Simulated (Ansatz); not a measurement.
Input file of a DFT run on PbS with Ansatz:

```yaml
crystal:
  lattice:
    - [0.0, 2.9515620869, 2.9515620869]
    - [2.9515620869, 0.0, 2.9515620869]
    - [2.9515620869, 2.9515620869, 0.0]
  atoms:
    - { symbol: Pb, position: [0.5, 0.5, 0.5] }
    - { symbol: S, position: [0.0, 0.0, 0.0] }
basis:
  ecutwfc: 420
  ecutrho_ratio: 4
kpoints:
  mp_grid: { grid: [10, 10, 10] }
hamiltonian:
  xc: pbesol
scf:
  occupations: { method: gaussian, width: 0.05 }
output:
  forces: true
  stress: true
  eigenvalues: true
```

Launched as:
```sh
ansatz run input.yaml --threads 4 --pin off --max-ram 8192MiB --backend cpu --events-out ev --progress --plain --runs-dir out
```

The start was a prototype's sites filled with these elements; the Crystallography Open Database holds the compound in this structure.

**Question.** About how long does the run take on 4 threads of Arm Neoverse V1 (shared host), and how much memory does it need?

**Answer.** About 0.75 s, with a peak of 0.34 GiB.

Output, machine lines left out:

```
Pseudopotentials: kind: paw
Pseudopotential: Pb, paw, valence charge 14, recommended cutoff 420 eV (normal), Pb.paw.azcp
Pseudopotential: S, paw, valence charge 6, recommended cutoff 420 eV (normal), S.paw.azcp
Crystal: 2 atoms, lattice volume = 51.426 Å³
Basis set: ecut = 420 eV, 965 PW (Γ), exchange–correlation on 60×60×60 points (8 copies of the dense FFT grid, shifted against one another)
Bands: 14, of which v1, the nominal top of the filled ones, is band 10 counted from 1 (9 counted from 0)
Symmetry: 48 space group operations
Space group: Fm-3m (ITA 225), of the structure as read, at distance tolerance 3.7e-5 Å
k-points: 47 of 1000
Initial density: superposition of atomic densities (neutral atoms: chi_scale 0, normalization atom), corrected by the library's trained network
Initial wavefunctions: pseudopotential atomic-orbital guess
Functional: x = pbesol(κ = 0.804, μ = 0.12346), c = pbesol(β = 0.046)
```

SCF trace (energy estimate counted from the last row):
```
iteration   ΔE (eV)  density residual (eV)
        1    -0.006                1.68e-2
        2  -8.0e-04                3.06e-3
        3  -1.0e-05                3.96e-5
        4  -1.2e-05                2.30e-5
        5  -1.0e-06                1.53e-6
        6     0.000                1.27e-8
```

```
SCF 1 converged in 6 iterations: F = -12640.925137 eV  dr2 = 1.27e-8
SCF converged after 6 iterations
Free energy (F): -12640.925137 eV
E sigma→0 (E₀):  -12640.925134 eV
Entropy (-TS):   -0.000005 eV (-0.003 meV/atom)
Fermi energy:    8.659847 eV
--- Forces (eV/Å), atoms counted from 1 ---
  atom   1  Pb     0.00000000     0.00000000     0.00000000
  atom   2  S      0.00000000     0.00000000     0.00000000
--- Stress (GPa, compression-positive) ---
       -0.001497       0.000000       0.000000
        0.000000      -0.001497       0.000000
        0.000000       0.000000      -0.001497
  P = ⅓ Tr σ = -0.0015 GPa (-0.015 kbar)
```

In short (PBEsol): pressure 0.0 GPa, gap on the mesh 0.19 eV.

Absolute energies hang on the potentials; compare differences alone.

For elements this heavy, spin–orbit coupling would shift levels and gaps; it isn't included here. A gap on the mesh alone may be smaller, or close, between its points.
